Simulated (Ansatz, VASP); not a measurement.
## Ge in VASP and in Ansatz

File INCAR:

```
ALGO     = Normal         # electronic algorithm
EDIFF    = 1E-6           # SCF threshold, eV
ENCUT    = 520            # plane-wave cutoff, eV
GGA      = PE             # functional
ISIF     = 2              # what is computed and relaxed
ISMEAR   = -1             # smearing method
LASPH    = T              # aspherical terms in the spheres
LCHARG   = F              # write CHGCAR
LREAL    = F              # projectors in reciprocal space
LWAVE    = F              # write WAVECAR
NBANDS   = 13             # bands
NELM     = 100            # most SCF steps
PREC     = Accurate       # precision mode
SIGMA    = 0.08           # smearing width, eV
```

KPOINTS

```
k-points
0
Gamma
  15 15 15
```

POSCAR

```
Ge
1.0
    2.0769476835      0.0000000000      0.0000000000
    0.0000000000      2.0769476835      0.0000000000
    0.0000000000      0.0000000000      2.0769476835
Ge
1
Direct
    0.0000000000      0.0000000000      0.0000000000
```

Input for Ansatz:

```yaml
crystal:
  lattice:
    - [2.0769476835, 0.0, 0.0]
    - [0.0, 2.0769476835, 0.0]
    - [0.0, 0.0, 2.0769476835]
  atoms:
    - { symbol: Ge, position: [0.0, 0.0, 0.0] }
kpoints:
  mp_grid: { grid: [15, 15, 15] }
  band_path:
    path:
      - [0.0, 0.0, 0.0]
      - [0.0, 0.5, 0.0]
      - [0.5, 0.5, 0.0]
      - [0.0, 0.0, 0.0]
      - [0.5, 0.5, 0.5]
      - [0.0, 0.5, 0.0]
      - [0.5, 0.5, 0.5]
      - [0.5, 0.5, 0.0]
    npoints: 8
scf:
  occupations: { method: fermi_dirac, width: 0.08 }
hamiltonian:
  xc: pbe
  pseudopotentials: { kind: all_electron, lapw: { basis_error: 0.001 } }
output:
  forces: true
  stress: true
  eigenvalues: true
  populations: true
  dos: { projected: true, de: 0.2, e_range: [-14, 8] }
```

Change from the starting cell: volume scaled by 0.45, LAPW.

Alike in both runs: task single point; functional PBE; k mesh 15 × 15 × 15; occupations fermi-dirac, width 0.08 eV; no spin polarisation.

|  | VASP | Ansatz |
| --- | --- | --- |
| version | VASP 6.6.1 | Ansatz 0.2.0 |
| potentials or method | VASP PAW PBE potentials, release 64 (Ge_d) | all-electron LAPW, scalar-relativistic |
| plane-wave cutoff (eV) | 520 | see its input |

Ansatz gave:

```
pressure (GPa) : 336.9
```

Problem. Estimate VASP's values.

Solution. Pressure (GPa): 340.0.

Ansatz ran all-electron here, so the differences hold the error of VASP's frozen core and of both bases.

Caveats: the cell as given lies far from equilibrium; so large a pressure means that the cell lies far from this level's equilibrium, or that cutoff or potentials fall short (VASP).
